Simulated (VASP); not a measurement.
Input of a VASP 6.6.1 run:

File INCAR:

```
SYSTEM = Ca
ALGO = Fast
EDIFF = 1E-6
ENCUT = 520
ISIF = 2
ISMEAR = -1
LASPH = .True.
LCHARG = .False.
LREAL = .False.
LWAVE = .False.
NBANDS = 11
NELM = 60
PREC = Accurate
SIGMA = 0.1
```

The input KPOINTS:

```
k-points
0
Gamma
  7 7 7
  0 0 0
```

File POSCAR:

```
Ca
1.0
   -2.2474419151      2.2474419151      2.2474419151
    2.2474419151     -2.2474419151      2.2474419151
    2.2474419151      2.2474419151     -2.2474419151
Ca
1
Direct
    0.0000000000      0.0000000000      0.0000000000
```

Potentials or basis: VASP PAW LDA potentials, release 64 (Ca_sv).

The run is started by

```bash
$ cat potpaw_LDA.64/Ca_sv/POTCAR > POTCAR
$ mpirun -np 1 vasp_std > vasp.out
```

Problem. Estimate the pressure.

Solution. -2.6 GPa.

Problem. Predict the band gap on the k mesh.

Solution. None (metal or under the smearing width).
